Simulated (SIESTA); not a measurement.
A run of SIESTA 5.4.2 is set up as follows.

run.py

```python
from ase.spacegroup import crystal
from ase.calculators.siesta import Siesta
from ase.units import Ry, GPa

atoms = crystal(
    ['Ti', 'C'],
    basis=[(0.0, 0.0, 0.0), (0.5, 0.0, 0.0)],
    spacegroup=225,  # Fm-3m
    cellpar=[4.33143769, 4.33143769, 4.33143769, 90.0, 90.0, 90.0],
)

fdf = {
    'SCFMustConverge': False,
    'OccupationFunction': 'FD',
    'ElectronicTemperature': '0.05 eV',
    'MaxSCFIterations': '120',
    'SCF.Mixer.Method': 'Pulay',
    'SCF.Mixer.Weight': '0.25',
    'SCF.Mixer.History': '8',
    'SCF.DM.Tolerance': '5.0e-05',
    'SCF.H.Tolerance': '1.0e-03 eV',
    'WriteForces': 'true',
    'Charge.Mulliken': 'end',
    'Charge.Hirshfeld': 'end',
    'Charge.Voronoi': 'end',
    'Charge.Mulliken.Format': '2',
    'SaveRho': 'true',
    'SaveElectrostaticPotential': 'true',
}
calc = Siesta(
    label="TiC",
    command="siesta < PREFIX.fdf > PREFIX.out",
    pseudo_path="pseudos",
    pseudo_qualifier="",
    xc=('VDW', 'DRSLL'),
    basis_set="TZ",
    mesh_cutoff=800 * Ry,
    energy_shift=0.002 * Ry,
    kpts=[6, 6, 6],
    spin="non-polarized",
    fdf_arguments=fdf,
)
atoms.calc = calc

print(f"energy = {atoms.get_potential_energy():.6f} eV")
free = atoms.get_potential_energy(force_consistent=True)
print(f"free energy = {free:.6f} eV")
print("forces (eV/A):")
print(atoms.get_forces(apply_constraint=False).round(6))
print("stress (GPa, Voigt order, tension positive):", (atoms.get_stress() / GPa).round(4))
```

Potentials or basis: Ansatz (PBE files), TZ (energy shift 0.002 Ry).

Run with:

```sh
$ python run.py
```

**Question.** What does it give for the Hirshfeld charges?

**Answer.** Ti +0.29; C -0.29 e.

**Question.** What does it give for the Voronoi charges?

**Answer.** Ti +0.42; C -0.42 e.

**Question.** Predict the band gap on the k mesh.

**Answer.** None (metal or under the smearing width).

**Question.** What does it give for the pressure?

**Answer.** 7.3 GPa.

Caveat: the basis has no polarisation orbitals; semicore shells carry a single zeta, which can move pressures by several GPa and volumes by a few percent; the potentials were made for another functional, which shifts forces and pressure; the basis of atomic orbitals isn't converged, which shifts pressures, moduli and gaps.
